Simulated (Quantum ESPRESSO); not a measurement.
# CuAu (P4/mmm) in Quantum ESPRESSO: further runs

Runs on CuAu. Level: PBEsol. Tasks: single point, equation of state.

All numbers are computed with Quantum ESPRESSO 7.5; they aren't measurements. Logs are shortened: lines on timing, memory, paths and dates and some standing lists are left out, and cuts for length are marked.

## Step 1: Starting point

It takes space group P4/mmm (No. 123, tetragonal). Conventional cell: a = 2.811 Å, b = 2.811 Å, c = 3.685 Å, α = 90.00°, β = 90.00°, γ = 90.00°. Around Au (site symmetry 4/mmm) lie 8 Cu at 2.71 Å and 4 Au at 2.81 Å. Cu (site symmetry 4/mmm) is surrounded by 8 Au at 2.71 Å and 4 Cu at 2.81 Å.

## Step 2: Single point, PBEsol, 13.68 Å³/atom

Input file pw.in:

```
&CONTROL
  calculation = 'scf'
  prefix = 'pwscf'
  outdir = './tmp'
  pseudo_dir = './pseudo'
  tstress = .true.
  disk_io = 'nowf'
/
&SYSTEM
  ibrav = 0
  nat = 2
  ntyp = 2
  ecutwfc = 56
  ecutrho = 448
  nbnd = 22
  occupations = 'smearing'
  smearing = 'fd'
  degauss = 0.00367493
/
&ELECTRONS
  conv_thr = 4d-10
  electron_maxstep = 120
  mixing_beta = 0.5
/
ATOMIC_SPECIES
Au   196.9666 au_pbesol_v1.uspp.F.UPF
Cu    63.5460 cu_pbesol_v1.2.uspp.F.UPF
CELL_PARAMETERS angstrom
   2.7533711214    0.0000000000    0.0000000000
   0.0000000000    2.7533711214    0.0000000000
   0.0000000000    0.0000000000    3.6097748106
ATOMIC_POSITIONS crystal
Au     0.0000000000    0.0000000000    0.0000000000
Cu     0.5000000000    0.5000000000    0.5000000000
K_POINTS automatic
9 9 7 0 0 0
```

Potentials or basis: GBRV 1.5 PBEsol.

On the command line:

```
$ OMP_NUM_THREADS=1 mpirun -n 2 pw.x -nk 2 -in pw.in > pw.out
```

pw.out:

```text
This program is part of the open-source Quantum ESPRESSO suite
     for quantum simulation of materials; please cite
[... 13 lines left out ...]
     --------------------
     sticks:   dense  smooth     PW     G-vecs:    dense   smooth      PW
     Sum         973     489    145                29585    10497    1819

     Using Slab Decomposition

     bravais-lattice index     =            0
     lattice parameter (alat)  =       5.2031  a.u.
     unit-cell volume          =     184.6742 (a.u.)^3
     number of atoms/cell      =            2
     number of atomic types    =            2
     number of electrons       =        30.00
     number of Kohn-Sham states=           22
     kinetic-energy cutoff     =      56.0000  Ry
     charge density cutoff     =     448.0000  Ry
     scf convergence threshold =      4.0E-10
     mixing beta               =       0.5000
     number of iterations used =            8  plain     mixing
     Exchange-correlation= SLA  PW   PSX  PSC
                           (   1   4  10   8   0   0   0)

     celldm(1)=   5.203117  celldm(2)=   0.000000  celldm(3)=   0.000000
     celldm(4)=   0.000000  celldm(5)=   0.000000  celldm(6)=   0.000000

     crystal axes: (cart. coord. in units of alat)
               a(1) = (   1.000000   0.000000   0.000000 )
               a(2) = (   0.000000   1.000000   0.000000 )
               a(3) = (   0.000000   0.000000   1.311038 )

     reciprocal axes: (cart. coord. in units 2 pi/alat)
               b(1) = (  1.000000  0.000000  0.000000 )
               b(2) = (  0.000000  1.000000  0.000000 )
               b(3) = (  0.000000  0.000000  0.762754 )

     PseudoPot. # 1 for Au read from file:
     au_pbesol_v1.uspp.F.UPF
     Pseudo is Ultrasoft + core correction, Zval = 11.0
     Generated by new atomic code, or converted to UPF format
     Using radial grid of  985 points,  7 beta functions with:
                l(1) =   0
                l(2) =   0
                l(3) =   1
                l(4) =   1
                l(5) =   2
                l(6) =   2
                l(7) =   3
     Q(r) pseudized with  6 coefficients,  rinner =    1.900   1.900   1.900
                                                       1.900   1.900   1.900
                                                       1.900

     PseudoPot. # 2 for Cu read from file:
     cu_pbesol_v1.2.uspp.F.UPF
     Pseudo is Ultrasoft + core correction, Zval = 19.0
     Generated by new atomic code, or converted to UPF format
     Using radial grid of  867 points,  6 beta functions with:
                l(1) =   0
                l(2) =   0
                l(3) =   1
                l(4) =   1
                l(5) =   2
                l(6) =   2
     Q(r) pseudized with  8 coefficients,  rinner =    1.150   1.150   1.150
                                                       1.150   1.150

     atomic species   valence    mass     pseudopotential
     Au               11.00   196.96660     Au( 1.00)
     Cu               19.00    63.54600     Cu( 1.00)

     16 Sym. Ops., with inversion, found

   Cartesian axes

     site n.     atom                  positions (alat units)
         1        Au     tau(   1) = (   0.0000000   0.0000000   0.0000000  )
         2        Cu     tau(   2) = (   0.5000000   0.5000000   0.6555191  )

     number of k points=    60  Fermi-Dirac smearing, width (Ry)=  0.0037
                       cart. coord. in units 2pi/alat
        k(    1) = (   0.0000000   0.0000000   0.0000000), wk =   0.0035273
        k(    2) = (   0.0000000   0.0000000   0.1089649), wk =   0.0070547
        k(    3) = (   0.0000000   0.0000000   0.2179298), wk =   0.0070547
        k(    4) = (   0.0000000   0.0000000   0.3268947), wk =   0.0070547
        k(    5) = (   0.0000000   0.1111111   0.0000000), wk =   0.0141093
        k(    6) = (   0.0000000   0.1111111   0.1089649), wk =   0.0282187
[... 52 lines left out ...]
        k(   59) = (   0.4444444   0.4444444   0.2179298), wk =   0.0282187
        k(   60) = (   0.4444444   0.4444444   0.3268947), wk =   0.0282187

     Dense  grid:    29585 G-vectors     FFT dimensions: (  36,  36,  45)

     Smooth grid:    10497 G-vectors     FFT dimensions: (  25,  25,  36)

     Check: negative core charge=   -0.000002

     Initial potential from superposition of free atoms

     starting charge      28.9999, renormalised to      30.0000
     Starting wfcs are   22 randomized atomic wfcs

     Self-consistent Calculation

     iteration #  1     ecut=    56.00 Ry     beta= 0.50
     Davidson diagonalization with overlap
     ethr =  1.00E-02,  avg # of iterations =  5.1

     total energy              =    -517.80509285 Ry
     estimated scf accuracy    <       1.22955924 Ry

     iteration #  2     ecut=    56.00 Ry     beta= 0.50
     Davidson diagonalization with overlap
     ethr =  4.10E-03,  avg # of iterations =  2.0

     total energy              =    -518.21359946 Ry
     estimated scf accuracy    <       0.33249176 Ry

     iteration #  3     ecut=    56.00 Ry     beta= 0.50
     Davidson diagonalization with overlap
     ethr =  1.11E-03,  avg # of iterations =  1.9

     total energy              =    -518.26519605 Ry
     estimated scf accuracy    <       0.02987900 Ry

     iteration #  4     ecut=    56.00 Ry     beta= 0.50
     Davidson diagonalization with overlap
     ethr =  9.96E-05,  avg # of iterations =  3.3

     total energy              =    -518.27036011 Ry
     estimated scf accuracy    <       0.00584954 Ry

     iteration #  5     ecut=    56.00 Ry     beta= 0.50
     Davidson diagonalization with overlap
     ethr =  1.95E-05,  avg # of iterations =  3.5

     total energy              =    -518.27143117 Ry
     estimated scf accuracy    <       0.00061559 Ry

     iteration #  6     ecut=    56.00 Ry     beta= 0.50
     Davidson diagonalization with overlap
     ethr =  2.05E-06,  avg # of iterations =  6.6

     total energy              =    -518.27158733 Ry
     estimated scf accuracy    <       0.00003545 Ry

     iteration #  7     ecut=    56.00 Ry     beta= 0.50
     Davidson diagonalization with overlap
     ethr =  1.18E-07,  avg # of iterations =  2.2

     total energy              =    -518.27159815 Ry
     estimated scf accuracy    <       0.00000176 Ry

     iteration #  8     ecut=    56.00 Ry     beta= 0.50
     Davidson diagonalization with overlap
     ethr =  5.87E-09,  avg # of iterations =  2.9

     total energy              =    -518.27159881 Ry
     estimated scf accuracy    <       0.00000003 Ry

     iteration #  9     ecut=    56.00 Ry     beta= 0.50
     Davidson diagonalization with overlap
     ethr =  9.48E-11,  avg # of iterations =  4.3

     total energy              =    -518.27159883 Ry
     estimated scf accuracy    <       0.00000002 Ry

     iteration # 10     ecut=    56.00 Ry     beta= 0.50
     Davidson diagonalization with overlap
     ethr =  8.22E-11,  avg # of iterations =  2.0

     End of self-consistent calculation

          k = 0.0000 0.0000 0.0000 (  1305 PWs)   bands (ev):

   -95.0984 -52.6607 -52.6418 -52.6418   6.5264   9.8372   9.9950  12.6510
    12.6510  13.8345  13.9434  14.7253  15.2354  15.4907  15.4907  18.9136
    25.5523  27.1678  27.1678  34.2997  34.5341  34.5744

          k = 0.0000 0.0000 0.1090 (  1292 PWs)   bands (ev):

   -95.0984 -52.6609 -52.6418 -52.6418   6.7860   9.8867  10.0872  12.7068
    12.7068  13.8654  13.8793  14.6460  15.1835  15.3142  15.3142  17.5486
    27.2963  27.6867  27.6867  33.0729  34.3911  36.0973

          k = 0.0000 0.0000 0.2179 (  1304 PWs)   bands (ev):

   -95.0983 -52.6612 -52.6418 -52.6418   7.4923  10.0050  10.3165  12.8587
    12.8587  13.6834  13.9955  14.3733  14.9091  14.9091  15.0512  15.3450
    29.1094  29.1094  30.5598  32.1508  34.1837  35.9263

          k = 0.0000 0.0000 0.3269 (  1336 PWs)   bands (ev):

   -95.0983 -52.6615 -52.6419 -52.6419   8.2913  10.1083  10.5493  13.0261
    13.0261  13.3203  13.5293  14.1152  14.4956  14.5537  14.5537  14.9187
    31.1348  31.1348  31.6903  32.3312  33.6287  33.6287

          k = 0.0000 0.1111 0.0000 (  1305 PWs)   bands (ev):

   -95.0982 -52.6605 -52.6446 -52.6416   6.8276   9.9815  10.1863  12.4597
    12.7255  13.6989  13.9911  14.7133  15.0196  15.0964  15.4225  19.7949
    24.8231  26.1900  27.6964  33.8956  34.7083  36.5609

          k = 0.0000 0.1111 0.1090 (  1299 PWs)   bands (ev):

   -95.0982 -52.6607 -52.6446 -52.6416   7.0823  10.0314  10.2750  12.4797
    12.7541  13.7447  13.9377  14.6385  14.8133  14.9516  15.3935  18.3964
    25.6037  27.6597  28.1815  32.9302  35.3183  35.7450

          k = 0.0000 0.1111 0.2179 (  1297 PWs)   bands (ev):

   -95.0982 -52.6610 -52.6446 -52.6416   7.7768  10.1509  10.4735  12.5278
    12.8464  13.7968  13.8290  14.1838  14.5408  14.7343  15.2533  16.2775
    26.9274  29.5330  30.7319  31.7266  33.9786  35.8709

          k = 0.0000 0.1111 0.3269 (  1311 PWs)   bands (ev):

   -95.0981 -52.6613 -52.6446 -52.6416   8.5752  10.2763  10.5504  12.6808
    12.9718  13.3019  13.7134  13.7689  14.5263  14.7525  14.9670  15.0312
    28.5442  30.2273  31.5149  32.2307  33.8960  34.5614

          k = 0.0000 0.2222 0.0000 (  1308 PWs)   bands (ev):

   -95.0977 -52.6600 -52.6517 -52.6411   7.6561  10.2726  10.8172  11.9611
    12.9353  13.3410  14.0391  14.3528  14.7668  14.8117  15.2288  21.6537
    22.1603  25.9493  29.1270  32.4567  34.0998  36.2250

          k = 0.0000 0.2222 0.1090 (  1298 PWs)   bands (ev):

   -95.0977 -52.6601 -52.6517 -52.6411   7.8820  10.3047  10.9193  11.9367
    12.8543  13.4048  14.0217  14.2219  14.6846  14.7130  15.3350  19.9498
    22.6031  27.9656  29.5259  31.1083  34.6077  35.5557

          k = 0.0000 0.2222 0.2179 (  1309 PWs)   bands (ev):

   -95.0977 -52.6604 -52.6517 -52.6411   8.4824  10.3424  11.1217  11.9840
    12.7850  13.3331  13.8953  14.0103  14.6185  14.7007  15.3740  17.5065
    23.7484  29.0785  30.6690  31.2656  33.8997  35.6861

          k = 0.0000 0.2222 0.3269 (  1307 PWs)   bands (ev):

   -95.0977 -52.6606 -52.6517 -52.6411   9.1578  10.2615  11.1066  12.5205
    12.8313  13.1084  13.3880  13.9677  14.7812  14.9550  15.2296  15.6630
    25.3132  27.1151  32.3907  32.5441  34.7301  35.4300
[... 243 lines left out ...]
   -95.0956 -52.6634 -52.6577 -52.6574   9.7188  10.8175  10.9001  11.1257
    13.3498  14.5549  14.9144  15.1015  15.2256  15.4852  15.9506  18.3368
    24.2838  26.6818  27.3900  28.0765  29.7976  29.8975

          k = 0.3333 0.4444 0.1090 (  1302 PWs)   bands (ev):

   -95.0956 -52.6634 -52.6578 -52.6575   9.7997  10.7886  11.1292  11.1554
    13.2382  14.2363  14.7253  14.8718  15.2676  15.3627  16.6604  18.8897
    24.1205  25.7221  26.3201  27.7970  29.4696  31.5319

          k = 0.3333 0.4444 0.2179 (  1306 PWs)   bands (ev):

   -95.0956 -52.6634 -52.6579 -52.6577  10.0048  10.6925  11.1471  11.8569
    12.9617  13.7980  14.3570  14.7643  15.1289  15.2095  17.8231  20.1128
    22.6286  24.6223  25.4859  27.3149  29.3941  31.4175

          k = 0.3333 0.4444 0.3269 (  1319 PWs)   bands (ev):

   -95.0956 -52.6635 -52.6580 -52.6578  10.2494  10.5227  11.1735  12.6116
    12.9353  13.6045  13.8019  14.6491  14.9639  15.1499  19.0339  20.7445
    21.6034  23.0318  25.9349  27.4563  28.6034  30.2880

          k = 0.4444 0.4444 0.0000 (  1310 PWs)   bands (ev):

   -95.0953 -52.6629 -52.6629 -52.6569   9.3533  10.7462  10.7575  10.9098
    14.7851  15.1246  15.1946  15.2302  15.4970  15.5932  16.6222  18.0170
    22.9871  24.8448  27.2385  28.5478  29.0612  30.6825

          k = 0.4444 0.4444 0.1090 (  1315 PWs)   bands (ev):

   -95.0953 -52.6629 -52.6629 -52.6570   9.4481  10.7615  10.7627  11.1638
    14.5206  14.7350  15.0171  15.1165  15.2282  15.3575  17.6277  18.8416
    23.0472  24.4507  26.6316  28.0110  28.3990  30.0032

          k = 0.4444 0.4444 0.2179 (  1317 PWs)   bands (ev):

   -95.0953 -52.6630 -52.6630 -52.6573   9.6808  10.7695  10.8011  11.8693
    13.9131  13.9376  14.6368  14.9103  15.2130  15.2507  19.1353  20.5186
    22.9787  23.9983  24.9156  26.8120  27.2616  28.8126

          k = 0.4444 0.4444 0.3269 (  1316 PWs)   bands (ev):

   -95.0953 -52.6630 -52.6630 -52.6576   9.8964  10.7615  10.8396  12.8344
    13.5031  13.5048  13.9518  14.7193  15.1981  15.2418  20.5910  22.2197
    22.4121  23.3708  24.6337  24.9151  26.3716  28.0150

     the Fermi energy is    16.9332 ev

!    total energy              =    -518.27159883 Ry
     estimated scf accuracy    <          1.4E-10 Ry
     smearing contrib. (-TS)   =      -0.00026447 Ry
     internal energy E=F+TS    =    -518.27133437 Ry

     The total energy is F=E-TS. E is the sum of the following terms:
     one-electron contribution =    -291.75879891 Ry
     hartree contribution      =     172.11511759 Ry
     xc contribution           =    -100.47078606 Ry
     ewald contribution        =    -298.15686698 Ry

     convergence has been achieved in  10 iterations

     Computing stress (Cartesian axis) and pressure

          total   stress  (Ry/bohr**3)                   (kbar)     P=       70.16
   0.00050218   0.00000000   0.00000000           73.87        0.00        0.00
   0.00000000   0.00050218   0.00000000            0.00       73.87        0.00
   0.00000000   0.00000000   0.00042637            0.00        0.00       62.72

=------------------------------------------------------------------------------=
   JOB DONE.
=------------------------------------------------------------------------------=
```

Wall time 8.1 s (2 MPI ranks of AMD EPYC 9R45 (Zen 5), shared host); peak memory 0.32 GiB.

What came out:

```yaml
Free_energy: -7051.4443 eV
Pressure: 7.0 GPa
Band_gap_on_the_k_mesh: none (metal or under the smearing width)
```

## Step 3: Single point, PBEsol, 13.97 Å³/atom

pw.in: that of step 2 with these lines changed.

```diff
@@ -28,5 +28,5 @@
 CELL_PARAMETERS angstrom
-   2.7533711214    0.0000000000    0.0000000000
-   0.0000000000    2.7533711214    0.0000000000
-   0.0000000000    0.0000000000    3.6097748106
+   2.7727616977    0.0000000000    0.0000000000
+   0.0000000000    2.7727616977    0.0000000000
+   0.0000000000    0.0000000000    3.6351965976
 ATOMIC_POSITIONS crystal
```

Potentials or basis: GBRV 1.5 PBEsol.

On the command line:

```
$ OMP_NUM_THREADS=1 mpirun -n 2 pw.x -nk 2 -in pw.in > pw.out
```

It took 8.2 s on 2 MPI ranks of AMD EPYC 9R45 (Zen 5), shared host; peak memory 0.34 GiB.

The run converged. Its results:

```yaml
Free_energy: -7051.4627 eV
Pressure: 2.8 GPa
Band_gap_on_the_k_mesh: none (metal or under the smearing width)
```

## Step 4: Single point, PBEsol, 14.27 Å³/atom

pw.in: that of step 3 with these lines changed.

```diff
@@ -28,5 +28,5 @@
 CELL_PARAMETERS angstrom
-   2.7727616977    0.0000000000    0.0000000000
-   0.0000000000    2.7727616977    0.0000000000
-   0.0000000000    0.0000000000    3.6351965976
+   2.7918847965    0.0000000000    0.0000000000
+   0.0000000000    2.7918847965    0.0000000000
+   0.0000000000    0.0000000000    3.6602677112
 ATOMIC_POSITIONS crystal
```

On the command line:

```
$ OMP_NUM_THREADS=1 mpirun -n 2 pw.x -nk 2 -in pw.in > pw.out
```

Run time: 8.8 s. Hardware: 2 MPI ranks of AMD EPYC 9R45 (Zen 5), shared host; peak memory 0.34 GiB.

Results (log left out):

```yaml
Free_energy: -7051.4667 eV
Pressure: -1.0 GPa
Band_gap_on_the_k_mesh: none (metal or under the smearing width)
```

## Step 5: Single point, PBEsol, 14.56 Å³/atom

pw.in: that of step 4 with these lines changed.

```diff
@@ -28,5 +28,5 @@
 CELL_PARAMETERS angstrom
-   2.7918847965    0.0000000000    0.0000000000
-   0.0000000000    2.7918847965    0.0000000000
-   0.0000000000    0.0000000000    3.6602677112
+   2.8107494552    0.0000000000    0.0000000000
+   0.0000000000    2.8107494552    0.0000000000
+   0.0000000000    0.0000000000    3.6850000000
 ATOMIC_POSITIONS crystal
```

On the command line:

```
$ OMP_NUM_THREADS=1 mpirun -n 2 pw.x -nk 2 -in pw.in > pw.out
```

Run time: 8.7 s. Hardware: 2 MPI ranks of AMD EPYC 9R45 (Zen 5), shared host; peak memory 0.34 GiB.

The run converged. Its results:

| Property | Result |
| --- | --- |
| Free energy | -7051.4579 eV |
| Pressure | -4.2 GPa |
| Band gap on the k mesh | none (metal or under the smearing width) |

## Step 6: Single point, PBEsol, 14.85 Å³/atom

pw.in: that of step 5 with these lines changed.

```diff
@@ -28,5 +28,5 @@
 CELL_PARAMETERS angstrom
-   2.8107494552    0.0000000000    0.0000000000
-   0.0000000000    2.8107494552    0.0000000000
-   0.0000000000    0.0000000000    3.6850000000
+   2.8293642325    0.0000000000    0.0000000000
+   0.0000000000    2.8293642325    0.0000000000
+   0.0000000000    0.0000000000    3.7094046847
 ATOMIC_POSITIONS crystal
```

Potentials or basis: GBRV 1.5 PBEsol.

On the command line:

```
$ OMP_NUM_THREADS=1 mpirun -n 2 pw.x -nk 2 -in pw.in > pw.out
```

It took 9.4 s on 2 MPI ranks of AMD EPYC 9R45 (Zen 5), shared host; peak memory 0.34 GiB.

Results (log left out):

```yaml
Free_energy: -7051.4381 eV
Pressure: -7.0 GPa
Band_gap_on_the_k_mesh: none (metal or under the smearing width)
```

## Step 7: Single point, PBEsol, 15.14 Å³/atom

pw.in: that of step 6 with these lines changed.

```diff
@@ -28,5 +28,5 @@
 CELL_PARAMETERS angstrom
-   2.8293642325    0.0000000000    0.0000000000
-   0.0000000000    2.8293642325    0.0000000000
-   0.0000000000    0.0000000000    3.7094046847
+   2.8477372423    0.0000000000    0.0000000000
+   0.0000000000    2.8477372423    0.0000000000
+   0.0000000000    0.0000000000    3.7334924031
 ATOMIC_POSITIONS crystal
```

On the command line:

```
$ OMP_NUM_THREADS=1 mpirun -n 2 pw.x -nk 2 -in pw.in > pw.out
```

It took 9.3 s on 2 MPI ranks of AMD EPYC 9R45 (Zen 5), shared host; peak memory 0.36 GiB.

Results (log left out):

```
Free energy            : -7051.4087 eV
Pressure               : -9.5 GPa
Band gap on the k mesh : none (metal or under the smearing width)
```

## Step 8: Single point, PBEsol, 15.43 Å³/atom

pw.in: that of step 7 with these lines changed.

```diff
@@ -28,5 +28,5 @@
 CELL_PARAMETERS angstrom
-   2.8477372423    0.0000000000    0.0000000000
-   0.0000000000    2.8477372423    0.0000000000
-   0.0000000000    0.0000000000    3.7334924031
+   2.8658761851    0.0000000000    0.0000000000
+   0.0000000000    2.8658761851    0.0000000000
+   0.0000000000    0.0000000000    3.7572732506
 ATOMIC_POSITIONS crystal
```

On the command line:

```
$ OMP_NUM_THREADS=1 mpirun -n 2 pw.x -nk 2 -in pw.in > pw.out
```

It took 9.3 s on 2 MPI ranks of AMD EPYC 9R45 (Zen 5), shared host; peak memory 0.36 GiB.

The run converged. Its results:

| Property | Result |
| --- | --- |
| Free energy | -7051.3708 eV |
| Pressure | -11.6 GPa |
| Band gap on the k mesh | none (metal or under the smearing width) |

## Step 9: Equation of state, PBEsol

Potentials or basis: GBRV 1.5 PBEsol.

This step only gathers the single runs of the series.

Results:

| Property | Result |
| --- | --- |
| Equilibrium volume | 14.20 Å³/atom |
| Bulk modulus at fixed shape and positions | 175 GPa |
| Pressure derivative of the bulk modulus | 5.5 |

Energy against volume, from the lowest point:
```tsv
volume (Å³/atom)	energy (meV/atom)
13.683	11.17
13.974	1.97
14.265	0.00
14.556	4.36
14.847	14.26
15.139	28.99
15.430	47.93
```

Caveat: the cell was scaled at fixed shape and fractional positions, which overstates the stiffness of a crystal with free parameters, most of all of layers and chains.
